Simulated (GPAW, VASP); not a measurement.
This is a calculation of Ag (Silver) for VASP 6.6.1. 

INCAR

```
ALGO = Fast
EDIFF = 1E-7
ENCUT = 520
GGA = PE
ISIF = 2
ISMEAR = 0
LASPH = T
LCHARG = T
LELF = T
LREAL = F
LVHAR = T
LWAVE = F
NBANDS = 12
NELM = 60
PREC = Accurate
SIGMA = 0.022
```

KPOINTS

```
k-points
0
Gamma
  11 11 11
```

File POSCAR:

```
Ag
1.0
    0.0000000000      2.0427500000      2.0427500000
    2.0427500000      0.0000000000      2.0427500000
    2.0427500000      2.0427500000      0.0000000000
Ag
1
Direct
    0.0000000000      0.0000000000      0.0000000000
```

Potentials or basis: VASP PAW PBE potentials, release 64 (Ag).

Command:

```bash
$ cat potpaw_PBE.64/Ag/POTCAR > POTCAR
$ mpirun -np 1 vasp_std > vasp.out
```

Problem. What does the same run look like in GPAW 26.7.0 (ASE script)? Potentials or basis there: GPAW PAW data sets (gpaw-data 1.2.1), cutoff 600 eV.

Solution. As run (cutoffs and basis follow the program's own potentials, and thresholds, step limits or extra output files can differ):

The input run.py:

```python
from ase.dft.bandgap import bandgap
from ase.io import read, write
from ase.units import GPa
from gpaw import GPAW, PW

atoms = read('POSCAR')

calc = GPAW(mode=PW(600),
            xc='PBE',
            kpts={'size': (11, 11, 11), 'gamma': True},
            occupations={'name': 'methfessel-paxton', 'order': 0, 'width': 0.022},
            nbands=18,
            convergence={'density': 1e-05, 'energy': 1e-05},
            maxiter=150,
            txt='gpaw.txt')
atoms.calc = calc
energy = atoms.get_potential_energy()
forces = atoms.get_forces()
stress = atoms.get_stress()
calc.write('gs.gpw')
write('result.traj', atoms)
print(f'Energy: {energy:.6f} eV')
print('Forces (eV/A):')
print(forces.round(4))
print('Stress (GPa):', (stress / GPa).round(3))
print('Fermi level:', round(calc.get_fermi_level(), 4), 'eV')
print(f'Gap: {bandgap(calc)[0]:.4f} eV, direct: {bandgap(calc, direct=True)[0]:.4f} eV')
```

The input POSCAR:

```
Ag
1.0
    0.0000000000      2.0427500000      2.0427500000
    2.0427500000      0.0000000000      2.0427500000
    2.0427500000      2.0427500000      0.0000000000
Ag
1
Direct
    0.0000000000      0.0000000000      0.0000000000
```

Potentials or basis: GPAW PAW data sets (gpaw-data 1.2.1), pw.

Run with:

```sh
$ OMP_NUM_THREADS=1 python run.py
```

Both were run:

|  | VASP | GPAW |
| --- | --- | --- |
| Pressure | 4.1 GPa | 4.2 GPa |

The potentials hold 11 and 17 valence electrons a cell.

Pressure is positive in compression.
